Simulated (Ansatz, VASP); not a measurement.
This is a calculation of WS2 for Ansatz 0.2.0.

File input.yaml:

```yaml
crystal:
  lattice:
    - [3.1835163552, 0.0, 0.0]
    - [-1.5917581776, 2.7570060369, 0.0]
    - [0.0, 0.0, 16.95057789]
  atoms:
    - { symbol: W, position: [0.0, 0.0, 0.0] }
    - { symbol: S, position: [0.3333333333, 0.6666666667, 0.09200051] }
    - { symbol: S, position: [0.3333333333, 0.6666666667, 0.90799949] }
kpoints:
  mp_grid: { grid: [10, 10, 2] }
scf:
  occupations: { method: fermi_dirac, width: 0.05 }
hamiltonian:
  xc: lda
  pseudopotentials: { kind: all_electron, lapw: { basis_error: 0.002 } }
output:
  forces: true
  stress: true
  eigenvalues: true
```

Potentials or basis: all-electron LAPW, scalar-relativistic.

The run is started by

```sh
$ ansatz run input.yaml --threads 2 --pin off --max-ram 8192MiB --backend cpu --events-out ev --progress --plain --runs-dir out
```

**Question.** Set up the same calculation for VASP 6.6.1. Potentials there: VASP PAW LDA potentials, release 64 (W_sv, S).

**Answer.** As run (the cutoff follows the program's own potentials):

File INCAR:

```
PREC = Accurate ; ENCUT = 520
EDIFF = 1E-6 ; ISMEAR = -1
SIGMA = 0.05 ; LREAL = F
LASPH = T ; NELM = 100
ALGO = Normal ; ISIF = 2
LWAVE = F ; LCHARG = F
NBANDS = 20
```

File KPOINTS:

```
Automatic mesh
0
Gamma
  10 10 2
```

Contents of POSCAR:

```
WS2
1.0
    3.1835163552      0.0000000000      0.0000000000
   -1.5917581776      2.7570060369      0.0000000000
    0.0000000000      0.0000000000     16.9505778900
W S
1 2
Direct
    0.0000000000      0.0000000000      0.0000000000
    0.3333333333      0.6666666667      0.0920005100
    0.3333333333      0.6666666667      0.9079994900
```

Potentials or basis: VASP PAW LDA potentials, release 64 (W_sv, S).

Run with:

```sh
$ cat potpaw_LDA.64/W_sv/POTCAR potpaw_LDA.64/S/POTCAR > POTCAR
$ mpirun -np 1 vasp_std > vasp.out
```

Both were run:

|  | VASP | Ansatz | Ansatz less VASP |
| --- | --- | --- | --- |
| gap on the k mesh at the Fermi level (eV) | 1.99 | 1.98 | -0.010 |
| least direct gap on the mesh (eV) | 2.15 | 2.14 | -0.009 |
| rms of the force components (eV/Å) | 0.169 | 0.190 | +0.0209 |

Atom by atom the forces differ by 0.021 eV/Å (rms over components). Ansatz ran all-electron here, so the differences hold the error of VASP's frozen core and of both bases.

Caveats: spin-orbit coupling is left out, which moves the levels of the heavy elements. LDA gaps usually lie below the measured ones, often by a third to a half.
